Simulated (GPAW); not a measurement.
# FeO (Wuestite) (Fm-3m) in GPAW: further runs

The runs below take FeO (Wuestite) through single point, with PBE.

All numbers are computed with GPAW 26.7.0; they aren't measurements. Logs are shortened: lines on timing, memory, paths and dates and some standing lists are left out, and cuts for length are marked. The log counts tension as positive stress, the text compression.

### Step 1. The structure

The structure is cubic, space group Fm-3m (No. 225). Conventional cell: a = 4.311 Å, b = 4.311 Å, c = 4.311 Å, α = 90.00°, β = 90.00°, γ = 90.00°. Fe (site symmetry m-3m) has 6 O at 2.16 Å as nearest neighbours. Around O (site symmetry m-3m) lie 6 Fe at 2.16 Å.

### Step 2. Single point, PBE, collinear spin, ferromagnetic start

run.py

```python
from ase import Atoms
from ase.dft.bandgap import bandgap
from ase.io import write
from ase.units import GPa
from gpaw import GPAW, PW

atoms = Atoms(['Fe', 'O'],
              cell=[[0.0, 2.1554, 2.1554],
                    [2.1554, 0.0, 2.1554],
                    [2.1554, 2.1554, 0.0]],
              scaled_positions=[[0.0, 0.0, 0.0],
                                [0.5, 0.5, 0.5]],
              pbc=True)
atoms.set_initial_magnetic_moments([3.0, 0.0])

calc = GPAW(mode=PW(800),
            xc='PBE',
            kpts={'size': (11, 11, 11), 'gamma': True},
            occupations={'name': 'methfessel-paxton', 'order': 0, 'width': 0.015},
            nbands=17,
            convergence={'density': 1e-05, 'energy': 1e-05},
            maxiter=150,
            txt='gpaw.txt')
atoms.calc = calc
energy = atoms.get_potential_energy()
forces = atoms.get_forces()
stress = atoms.get_stress()
calc.write('gs.gpw')
write('result.traj', atoms)
print(f'Energy: {energy:.6f} eV')
print('Forces (eV/A):')
print(forces.round(4))
print('Stress (GPa):', (stress / GPa).round(3))
print('Moments:', calc.get_magnetic_moments().round(3))
print('Fermi level:', round(calc.get_fermi_level(), 4), 'eV')
print(f'Gap: {bandgap(calc)[0]:.4f} eV, direct: {bandgap(calc, direct=True)[0]:.4f} eV')
```

Potentials or basis: GPAW PAW data sets (gpaw-data 1.2.1), pw.

The run is started by

```sh
OMP_NUM_THREADS=1 python run.py
```

gpaw.txt:

```text
__  _  _
 | _ |_)|_||  |
 |__||  | ||/\| - 26.7.0

Input parameters:
  mode=PW(ecut=800.0),
  convergence={'density': 1e-05, 'energy': 1e-05},
  kpts=MonkhorstPack(size=(11, 11, 11), gamma=True),
  maxiter=150,
  nbands=17,
  occupations=Occupations(name='methfessel-paxton', order=0, width=0.015),
  xc=XC(name='PBE')

Diagonalizing LCAO Hamiltonian
Converting LCAO to pw mode

              O

       Fe

Atoms  # Å, Bohr magnetons
|   | symbol |        x |        y |        z |    initial magnetic moments |
|---|--------|----------|----------|----------|-----------------------------|
| 0 |     Fe | 0.000000 | 0.000000 | 0.000000 | ( 0.0000,  0.0000,  3.0000) |
| 1 |      O | 2.155400 | 2.155400 | 2.155400 | ( 0.0000,  0.0000,  0.0000) |

Unit cell  # Å
| periodic |        x |        y |        z |  lengths |    angles |
|----------|----------|----------|----------|----------|-----------|
|      yes | 0.000000 | 2.155400 | 2.155400 | 3.048196 | 60.000000 |
|      yes | 2.155400 | 0.000000 | 2.155400 | 3.048196 | 60.000000 |
|      yes | 2.155400 | 2.155400 | 0.000000 | 3.048196 | 60.000000 |

Number of symmetries: 48
Symmetry operations  # r_c * U_cc + t_c -> r_c
|    | kind |            matrix            |
|----|------|------------------------------|
|  0 |  σ   |  1, 0, 0,  1, 0,-1,  1,-1, 0 |
|  1 |  C2  |  1, 0, 0,  1,-1, 0,  1, 0,-1 |
|  2 |  E   |  1, 0, 0,  0, 1, 0,  0, 0, 1 |
|  3 |  σ   |  1, 0, 0,  0, 0, 1,  0, 1, 0 |
|  4 |  C4  |  1, 0,-1,  1, 0, 0,  1,-1, 0 |
|  5 |  S6  |  1, 0,-1,  1,-1, 0,  1, 0, 0 |
|  6 |  σ   |  1, 0,-1,  0, 1,-1,  0, 0,-1 |
|  7 |  C3  |  1, 0,-1,  0, 0,-1,  0, 1,-1 |
|  8 |  S6  |  1,-1, 0,  1, 0, 0,  1, 0,-1 |
|  9 |  C4  |  1,-1, 0,  1, 0,-1,  1, 0, 0 |
| 10 |  C3  |  1,-1, 0,  0,-1, 1,  0,-1, 0 |
| 11 |  σ   |  1,-1, 0,  0,-1, 0,  0,-1, 1 |
| 12 |  σ   |  0, 1, 0,  1, 0, 0,  0, 0, 1 |
| 13 |  C4  |  0, 1, 0,  0, 1,-1, -1, 1, 0 |
| 14 |  C3  |  0, 1, 0,  0, 0, 1,  1, 0, 0 |
| 15 |  S6  |  0, 1, 0, -1, 1, 0,  0, 1,-1 |
| 16 |  C2  |  0, 1,-1,  1, 0,-1,  0, 0,-1 |
| 17 |  σ   |  0, 1,-1,  0, 1, 0, -1, 1, 0 |
| 18 |  S4  |  0, 1,-1,  0, 0,-1,  1, 0,-1 |
| 19 |  C4  |  0, 1,-1, -1, 1, 0,  0, 1, 0 |
| 20 |  C3  |  0, 0, 1,  1, 0, 0,  0, 1, 0 |
| 21 |  σ   |  0, 0, 1,  0, 1, 0,  1, 0, 0 |
| 22 |  S6  |  0, 0, 1,  0,-1, 1, -1, 0, 1 |
| 23 |  C4  |  0, 0, 1, -1, 0, 1,  0,-1, 1 |
| 24 |  S4  |  0, 0,-1,  1, 0,-1,  0, 1,-1 |
| 25 |  C3  |  0, 0,-1,  0, 1,-1,  1, 0,-1 |
| 26 |  C2  |  0, 0,-1,  0,-1, 0, -1, 0, 0 |
| 27 |  S6  |  0, 0,-1, -1, 0, 0,  0,-1, 0 |
| 28 |  S4  |  0,-1, 1,  1,-1, 0,  0,-1, 0 |
| 29 |  C4  |  0,-1, 1,  0, 0, 1, -1, 0, 1 |
| 30 |  C2  |  0,-1, 1,  0,-1, 0,  1,-1, 0 |
| 31 |  σ   |  0,-1, 1, -1, 0, 1,  0, 0, 1 |
| 32 |  C3  |  0,-1, 0,  1,-1, 0,  0,-1, 1 |
| 33 |  S6  |  0,-1, 0,  0, 0,-1, -1, 0, 0 |
| 34 |  S4  |  0,-1, 0,  0,-1, 1,  1,-1, 0 |
| 35 |  C2  |  0,-1, 0, -1, 0, 0,  0, 0,-1 |
| 36 |  C2  | -1, 1, 0,  0, 1, 0,  0, 1,-1 |
| 37 |  S6  | -1, 1, 0,  0, 1,-1,  0, 1, 0 |
| 38 |  S4  | -1, 1, 0, -1, 0, 1, -1, 0, 0 |
| 39 |  C3  | -1, 1, 0, -1, 0, 0, -1, 0, 1 |
| 40 |  S6  | -1, 0, 1,  0, 0, 1,  0,-1, 1 |
| 41 |  C2  | -1, 0, 1,  0,-1, 1,  0, 0, 1 |
| 42 |  C3  | -1, 0, 1, -1, 1, 0, -1, 0, 0 |
| 43 |  S4  | -1, 0, 1, -1, 0, 0, -1, 1, 0 |
| 44 |  C2  | -1, 0, 0,  0, 0,-1,  0,-1, 0 |
| 45 |  i   | -1, 0, 0,  0,-1, 0,  0, 0,-1 |
| 46 |  σ   | -1, 0, 0, -1, 1, 0, -1, 0, 1 |
[... 90 lines left out ...]
    |   2s |  2.000 |     -23.961 |    0.688 |
    |   2p |  4.000 |      -9.029 |    0.598 |
    |    s |        |       3.251 |    0.688 |
    |    p |        |      18.182 |    0.598 |
    |    d |        |       0.000 |    0.619 |

    Using partial waves for O as LCAO basis

Reference energy: -36660.306901  # eV

eigensolver:
  PPCG
  Converge bands: occupied
  niter=2

density mixing:
  MSR1-Mixer
  Pratt-step length: 0.05
  Maximum mixing coefficient: 0.75
  Old densities: 10
  SVD Regularization: 0.005
  Good broyden scale: 1.0
  Trust region scale: 1.0
  Backstep threshold: 4.0
  History deletion threshold: 6.0
  Fourier metric: weight=20.0, sigma=0.015

occupation numbers:
  Methfessel-Paxton:
    width: 0.0150  # eV
    order: 0

poisson solver:
  ecut: 6400.0  # eV

xc functional:
  name: PBE with 2 nearest neighbor stencil

convergence criteria:
- Maximum integral of absolute [dens]ity change: 1e-05 electrons / valence electron
- Maximum [total energy] change in last 3 cyles: 1e-05 eV / valence electron
- Maximum integral of absolute [eigenst]ate change: 4e-08 eV^2 / valence electron
maximum number of iterations: 150

SCF iterations
|iter     | |      energy | eigst |  dens |  magmom |
|---------|-|-------------|-------|-------|---------|
|iter:   1| |  -16.393645 | -0.08 |       |  +3.0024|
|iter:   2| |  -16.173480 | -2.01 | -0.73 |  +3.0524|
|iter:   3| |  -15.861427 | -1.73 | -0.76 |  +3.5935|
|iter:   4| |  -15.908355 | -2.59 | -1.25 |  +3.8663|
|iter:   5| |  -15.920127 | -3.52 | -1.67 |  +3.9977|
|iter:   6| |  -15.918658 | -4.02 | -2.20 |  +4.0078|
|iter:   7| |  -15.918882 | -4.89 | -2.61 |  +4.0040|
|iter:   8| |  -15.918920 | -5.62 | -3.08 |  +4.0018|
|iter:   9| |  -15.918922c| -7.03 | -3.68 |  +4.0013|
|iter:  10| |  -15.918922c| -7.92c| -4.58 |  +4.0014|
|iter:  11| |  -15.918922c| -8.53c| -5.02c|  +4.0015|

Converged in 11 steps
Energy contributions relative to reference atoms: (reference = -36660.306901)

Energy contributions:
  Kinetic:          28.009931
  Coulomb:         -24.726643
  Zero:              0.249774
  External:          0.000000
  Xc:              -19.451843
  Entropy:          -0.000283
  Spinorbit:         0.000000
  ----------------------------
  Free energy:     -15.919063
  Extrapolated:    -15.918922

dipole moment: (-10.344707, -10.344707, -10.344707)  # |e|*Ang

Total magnetic moment: (0.000000, 0.000000, 4.001505)

Local magnetic moments
|        x |        y |        z |
|----------|----------|----------|
| 0.000000 | 0.000000 | 3.547608 |  # Fe   0
| 0.000000 | 0.000000 | 0.236003 |  # O    1

Fermi level: 9.292
Eigenvalues  # (at kpt = [0.000, 0.000, 0.000])
| band index |      eig [eV] | occ [0-1] |      eig [eV] | occ [0-1] |
|------------|---------------|-----------|---------------|-----------|
|          0 |       -11.546 |     1.000 |       -11.030 |     1.000 |
|          1 |         5.359 |     1.000 |         5.898 |     1.000 |
|          2 |         5.359 |     1.000 |         5.898 |     1.000 |
|          3 |         5.359 |     1.000 |         5.898 |     1.000 |
|          4 |         5.403 |     1.000 |         8.547 |     1.000 |
|          5 |         5.403 |     1.000 |         8.547 |     1.000 |
[... 9 lines left out ...]
|         15 |        29.655 |     0.000 |        31.354 |     0.000 |
|         16 |        29.655 |     0.000 |        31.354 |     0.000 |

No gap
No difference between direct/indirect transitions

Forces  # eV/Ang
|       x |        y |       z |
|---------|----------|---------|
| 0.00000 | -0.00000 | 0.00000 |  # Fe   0
| 0.00000 | -0.00000 | 0.00000 |  # O    1

Stress tensor  # eV/Ang^3
|         x |         y |         z |
|-----------|-----------|-----------|
| -0.004715 | -0.000000 | -0.000000 |
| -0.000000 | -0.004715 | -0.000000 |
| -0.000000 | -0.000000 | -0.004715 |

# Writing to gs.gpw (mode='')
```

It took 33 s on 1 thread of Arm Neoverse V1, shared host; peak memory 0.18 GiB.

What came out:

```yaml
Free_energy: -15.9191 eV
Pressure: 0.8 GPa
Band_gap_on_the_k_mesh: none (metal or under the smearing width)
Net_moment: 4.00 μB per cell
Site_moments: Fe +3.55; O +0.24 μB
```

Levels at points of the mesh, in eV from the Fermi level:
Spin up:
| k point | band 6 | band 7 | band 8 | band 9 | band 10 | band 11 | band 12 | band 13 |
| --- | --- | --- | --- | --- | --- | --- | --- | --- |
| (0.00, 0.00, 0.00) | -3.89 | -3.89 | -3.68 | -3.68 | -0.06 | 15.27 | 16.89 | 16.89 |
Spin down:
```tsv
k point	band 1	band 2	band 3	band 4	band 5	band 6	band 7	band 8	band 9	band 10
(0.00, 0.00, 0.00)	-20.32	-3.39	-3.39	-3.39	-0.74	-0.74	-0.74	0.20	0.20	0.74
```

Caveat: a cell with one magnetic atom can't hold antiferromagnetic order, which such compounds often take; semilocal functionals often make such compounds metallic where correlation or magnetic order opens a gap, which also shifts bond lengths.

### Step 3. Single point, PBE, collinear spin, ferromagnetic start

run.py: that of step 2 with these lines changed.

```diff
@@ -1,4 +1,3 @@
-from ase import Atoms
 from ase.dft.bandgap import bandgap
-from ase.io import write
+from ase.io import read, write
 from ase.units import GPa
@@ -6,9 +5,3 @@
 
-atoms = Atoms(['Fe', 'O'],
-              cell=[[0.0, 2.1554, 2.1554],
-                    [2.1554, 0.0, 2.1554],
-                    [2.1554, 2.1554, 0.0]],
-              scaled_positions=[[0.0, 0.0, 0.0],
-                                [0.5, 0.5, 0.5]],
-              pbc=True)
+atoms = read('POSCAR')
 atoms.set_initial_magnetic_moments([3.0, 0.0])
@@ -18,3 +11,3 @@
             kpts={'size': (11, 11, 11), 'gamma': True},
-            occupations={'name': 'methfessel-paxton', 'order': 0, 'width': 0.015},
+            occupations={'name': 'methfessel-paxton', 'order': 0, 'width': 0.016},
             nbands=17,
```

POSCAR

```
FeO
1.0
    0.0000000000      2.1554000000      2.1554000000
    2.1554000000      0.0000000000      2.1554000000
    2.1554000000      2.1554000000      0.0000000000
Fe O
1 1
Direct
    0.0000000000      0.0000000000      0.0000000000
    0.5000000000      0.5000000000      0.5000000000
```

Potentials or basis: GPAW PAW data sets (gpaw-data 1.2.1), pw.

The run is started by

```sh
OMP_NUM_THREADS=1 python run.py
```

gpaw.txt:

```text
__  _  _
 | _ |_)|_||  |
 |__||  | ||/\| - 26.7.0

Input parameters:
  mode=PW(ecut=800.0),
  convergence={'density': 1e-05, 'energy': 1e-05},
  kpts=MonkhorstPack(size=(11, 11, 11), gamma=True),
  maxiter=150,
  nbands=17,
  occupations=Occupations(name='methfessel-paxton', order=0, width=0.016),
  xc=XC(name='PBE')

Diagonalizing LCAO Hamiltonian
Converting LCAO to pw mode

              O

       Fe

Atoms  # Å, Bohr magnetons
|   | symbol |        x |        y |        z |    initial magnetic moments |
|---|--------|----------|----------|----------|-----------------------------|
| 0 |     Fe | 0.000000 | 0.000000 | 0.000000 | ( 0.0000,  0.0000,  3.0000) |
| 1 |      O | 2.155400 | 2.155400 | 2.155400 | ( 0.0000,  0.0000,  0.0000) |

Unit cell  # Å
| periodic |        x |        y |        z |  lengths |    angles |
|----------|----------|----------|----------|----------|-----------|
|      yes | 0.000000 | 2.155400 | 2.155400 | 3.048196 | 60.000000 |
|      yes | 2.155400 | 0.000000 | 2.155400 | 3.048196 | 60.000000 |
|      yes | 2.155400 | 2.155400 | 0.000000 | 3.048196 | 60.000000 |

Number of symmetries: 48
Symmetry operations  # r_c * U_cc + t_c -> r_c
|    | kind |            matrix            |
|----|------|------------------------------|
|  0 |  σ   |  1, 0, 0,  1, 0,-1,  1,-1, 0 |
|  1 |  C2  |  1, 0, 0,  1,-1, 0,  1, 0,-1 |
|  2 |  E   |  1, 0, 0,  0, 1, 0,  0, 0, 1 |
|  3 |  σ   |  1, 0, 0,  0, 0, 1,  0, 1, 0 |
|  4 |  C4  |  1, 0,-1,  1, 0, 0,  1,-1, 0 |
|  5 |  S6  |  1, 0,-1,  1,-1, 0,  1, 0, 0 |
|  6 |  σ   |  1, 0,-1,  0, 1,-1,  0, 0,-1 |
|  7 |  C3  |  1, 0,-1,  0, 0,-1,  0, 1,-1 |
|  8 |  S6  |  1,-1, 0,  1, 0, 0,  1, 0,-1 |
|  9 |  C4  |  1,-1, 0,  1, 0,-1,  1, 0, 0 |
| 10 |  C3  |  1,-1, 0,  0,-1, 1,  0,-1, 0 |
| 11 |  σ   |  1,-1, 0,  0,-1, 0,  0,-1, 1 |
| 12 |  σ   |  0, 1, 0,  1, 0, 0,  0, 0, 1 |
| 13 |  C4  |  0, 1, 0,  0, 1,-1, -1, 1, 0 |
| 14 |  C3  |  0, 1, 0,  0, 0, 1,  1, 0, 0 |
| 15 |  S6  |  0, 1, 0, -1, 1, 0,  0, 1,-1 |
| 16 |  C2  |  0, 1,-1,  1, 0,-1,  0, 0,-1 |
| 17 |  σ   |  0, 1,-1,  0, 1, 0, -1, 1, 0 |
| 18 |  S4  |  0, 1,-1,  0, 0,-1,  1, 0,-1 |
| 19 |  C4  |  0, 1,-1, -1, 1, 0,  0, 1, 0 |
| 20 |  C3  |  0, 0, 1,  1, 0, 0,  0, 1, 0 |
| 21 |  σ   |  0, 0, 1,  0, 1, 0,  1, 0, 0 |
| 22 |  S6  |  0, 0, 1,  0,-1, 1, -1, 0, 1 |
| 23 |  C4  |  0, 0, 1, -1, 0, 1,  0,-1, 1 |
| 24 |  S4  |  0, 0,-1,  1, 0,-1,  0, 1,-1 |
| 25 |  C3  |  0, 0,-1,  0, 1,-1,  1, 0,-1 |
| 26 |  C2  |  0, 0,-1,  0,-1, 0, -1, 0, 0 |
| 27 |  S6  |  0, 0,-1, -1, 0, 0,  0,-1, 0 |
| 28 |  S4  |  0,-1, 1,  1,-1, 0,  0,-1, 0 |
| 29 |  C4  |  0,-1, 1,  0, 0, 1, -1, 0, 1 |
| 30 |  C2  |  0,-1, 1,  0,-1, 0,  1,-1, 0 |
| 31 |  σ   |  0,-1, 1, -1, 0, 1,  0, 0, 1 |
| 32 |  C3  |  0,-1, 0,  1,-1, 0,  0,-1, 1 |
| 33 |  S6  |  0,-1, 0,  0, 0,-1, -1, 0, 0 |
| 34 |  S4  |  0,-1, 0,  0,-1, 1,  1,-1, 0 |
| 35 |  C2  |  0,-1, 0, -1, 0, 0,  0, 0,-1 |
| 36 |  C2  | -1, 1, 0,  0, 1, 0,  0, 1,-1 |
| 37 |  S6  | -1, 1, 0,  0, 1,-1,  0, 1, 0 |
| 38 |  S4  | -1, 1, 0, -1, 0, 1, -1, 0, 0 |
| 39 |  C3  | -1, 1, 0, -1, 0, 0, -1, 0, 1 |
| 40 |  S6  | -1, 0, 1,  0, 0, 1,  0,-1, 1 |
| 41 |  C2  | -1, 0, 1,  0,-1, 1,  0, 0, 1 |
| 42 |  C3  | -1, 0, 1, -1, 1, 0, -1, 0, 0 |
| 43 |  S4  | -1, 0, 1, -1, 0, 0, -1, 1, 0 |
| 44 |  C2  | -1, 0, 0,  0, 0,-1,  0,-1, 0 |
| 45 |  i   | -1, 0, 0,  0,-1, 0,  0, 0,-1 |
| 46 |  σ   | -1, 0, 0, -1, 1, 0, -1, 0, 1 |
| 47 |  C2  | -1, 0, 0, -1, 0, 1, -1, 1, 0 |

BZ-sampling:
  Number of BZ points: 1331
  Number of IBZ points: 56

  Monkhorst-Pack size: [11, 11, 11]
  Monkhorst-Pack shift: [0, 0, 0]

K-points  # in reciprocal-cell coordinates
|     |                                coordinates |     weight |
|-----|--------------------------------------------|------------|
|   0 | (  0.00000000,   0.00000000,   0.00000000) | 0.00075131 |
|   1 | (  0.09090909,   0.09090909,   0.00000000) | 0.00450789 |
|   2 | (  0.09090909,   0.09090909,   0.09090909) | 0.00601052 |
|   3 | (  0.18181818,   0.09090909,   0.09090909) | 0.00901578 |
|   4 | (  0.18181818,   0.18181818,   0.00000000) | 0.00450789 |
|   5 | (  0.18181818,   0.18181818,   0.09090909) | 0.01803156 |
|   6 | (  0.18181818,   0.18181818,   0.18181818) | 0.00601052 |
|   7 | (  0.27272727,   0.18181818,   0.09090909) | 0.01803156 |
|   8 | (  0.27272727,   0.18181818,   0.18181818) | 0.01803156 |
|   9 | (  0.27272727,   0.27272727,   0.00000000) | 0.00450789 |
| ... |                                            |            |
|  55 | (  0.45454545,   0.45454545,   0.45454545) | 0.00601052 |

Plane wave coefficients: 1039
Cutoff: 800.0 eV

Spin-components: 2 (collinear spins)
Bands:           17
Projectors:      11
Spin-degeneracy: 1
Datatype:        complex128

Parallelization:
  kpt:    1
  domain: 1
  band:   1

Density:
  Valence electrons: 14.0
  Components: 2
  Grid points: [20 20 20]
  Charge: 0.0  # |e|

Potential:
  Grid points: [20 20 20]

species:
  Fe:
    name:    Iron
    Z:       26.0
    valence: 8
    core:    18
    charge:  0.0  # [|e|]
    compensation charges:
      type: gauss
      rc: 0.33  # [Å]
      lmax: 2
    cutoffs:
      filter: 2.06  # [Å]
      core: 2.67  # [Å]
    projectors
    | kind |    occ | energy [eV] | rcut [Å] |
    |------|--------|-------------|----------|
    |   4s |  2.000 |      -5.291 |    1.164 |
    |   4p |  0.000 |      -1.326 |    1.058 |
    |   3d |  6.000 |      -7.505 |    1.058 |
    |    s |        |      21.920 |    1.164 |
    |    p |        |      25.885 |    1.058 |
    |    d |        |      19.706 |    1.058 |

    Using partial waves for Fe as LCAO basis

  O:
    name:    Oxygen
    Z:       8.0
    valence: 6
    core:    2
    charge:  0.0  # [|e|]
    compensation charges:
      type: gauss
      rc: 0.21  # [Å]
      lmax: 2
    cutoffs:
      filter: 1.17  # [Å]
      core: 0.83  # [Å]
    projectors
    | kind |    occ | energy [eV] | rcut [Å] |
    |------|--------|-------------|----------|
    |   2s |  2.000 |     -23.961 |    0.688 |
    |   2p |  4.000 |      -9.029 |    0.598 |
    |    s |        |       3.251 |    0.688 |
    |    p |        |      18.182 |    0.598 |
    |    d |        |       0.000 |    0.619 |

    Using partial waves for O as LCAO basis

Reference energy: -36660.306901  # eV

eigensolver:
  PPCG
  Converge bands: occupied
  niter=2

density mixing:
  MSR1-Mixer
  Pratt-step length: 0.05
  Maximum mixing coefficient: 0.75
  Old densities: 10
  SVD Regularization: 0.005
  Good broyden scale: 1.0
  Trust region scale: 1.0
  Backstep threshold: 4.0
  History deletion threshold: 6.0
  Fourier metric: weight=20.0, sigma=0.015

occupation numbers:
  Methfessel-Paxton:
    width: 0.0160  # eV
    order: 0

poisson solver:
  ecut: 6400.0  # eV

xc functional:
  name: PBE with 2 nearest neighbor stencil

convergence criteria:
- Maximum integral of absolute [dens]ity change: 1e-05 electrons / valence electron
- Maximum [total energy] change in last 3 cyles: 1e-05 eV / valence electron
- Maximum integral of absolute [eigenst]ate change: 4e-08 eV^2 / valence electron
maximum number of iterations: 150

SCF iterations
|iter     | |      energy | eigst |  dens |  magmom |
|---------|-|-------------|-------|-------|---------|
|iter:   1| |  -16.393647 | -0.08 |       |  +3.0024|
|iter:   2| |  -16.173494 | -2.01 | -0.73 |  +3.0524|
|iter:   3| |  -15.861369 | -1.73 | -0.76 |  +3.5938|
|iter:   4| |  -15.908362 | -2.59 | -1.26 |  +3.8664|
|iter:   5| |  -15.920084 | -3.52 | -1.67 |  +3.9982|
|iter:   6| |  -15.918662 | -4.03 | -2.21 |  +4.0077|
|iter:   7| |  -15.918886 | -4.89 | -2.61 |  +4.0040|
|iter:   8| |  -15.918924 | -5.63 | -3.08 |  +4.0018|
|iter:   9| |  -15.918925c| -7.04 | -3.68 |  +4.0013|
|iter:  10| |  -15.918925c| -7.92c| -4.59 |  +4.0014|
|iter:  11| |  -15.918925c| -8.53c| -5.02c|  +4.0015|

Converged in 11 steps
Energy contributions relative to reference atoms: (reference = -36660.306901)

Energy contributions:
  Kinetic:          28.010184
  Coulomb:         -24.726848
  Zero:              0.249773
  External:          0.000000
  Xc:              -19.451877
  Entropy:          -0.000315
  Spinorbit:         0.000000
  ----------------------------
  Free energy:     -15.919083
  Extrapolated:    -15.918925

dipole moment: (-10.344705, -10.344705, -10.344705)  # |e|*Ang

Total magnetic moment: (0.000000, 0.000000, 4.001505)

Local magnetic moments
|        x |        y |        z |
|----------|----------|----------|
| 0.000000 | 0.000000 | 3.547603 |  # Fe   0
| 0.000000 | 0.000000 | 0.236003 |  # O    1

Fermi level: 9.292
Eigenvalues  # (at kpt = [0.000, 0.000, 0.000])
| band index |      eig [eV] | occ [0-1] |      eig [eV] | occ [0-1] |
|------------|---------------|-----------|---------------|-----------|
|          0 |       -11.546 |     1.000 |       -11.030 |     1.000 |
|          1 |         5.359 |     1.000 |         5.898 |     1.000 |
|          2 |         5.359 |     1.000 |         5.898 |     1.000 |
|          3 |         5.359 |     1.000 |         5.898 |     1.000 |
|          4 |         5.403 |     1.000 |         8.547 |     1.000 |
|          5 |         5.403 |     1.000 |         8.547 |     1.000 |
[... 9 lines left out ...]
|         15 |        29.655 |     0.000 |        31.354 |     0.000 |
|         16 |        29.655 |     0.000 |        31.354 |     0.000 |

No gap
No difference between direct/indirect transitions

Forces  # eV/Ang
|       x |       y |        z |
|---------|---------|----------|
| 0.00000 | 0.00000 |  0.00000 |  # Fe   0
| 0.00000 | 0.00000 | -0.00000 |  # O    1

Stress tensor  # eV/Ang^3
|         x |         y |         z |
|-----------|-----------|-----------|
| -0.004717 |  0.000000 |  0.000000 |
|  0.000000 | -0.004717 |  0.000000 |
|  0.000000 |  0.000000 | -0.004717 |

# Writing to gs.gpw (mode='')
```

Wall time 32 s (1 thread of Arm Neoverse V1, shared host); peak memory 0.18 GiB.

What came out:

| Quantity | Value |
| --- | --- |
| Free energy | -15.9191 eV |
| Pressure | 0.8 GPa |
| Band gap on the k mesh | none (metal or under the smearing width) |
| Net moment | 4.00 μB per cell |
| Site moments | Fe +3.55; O +0.24 μB |

Caveat: a cell with one magnetic atom can't hold antiferromagnetic order, which such compounds often take; semilocal functionals often make such compounds metallic where correlation or magnetic order opens a gap, which also shifts bond lengths.

(Continued in part 2 of 2.)
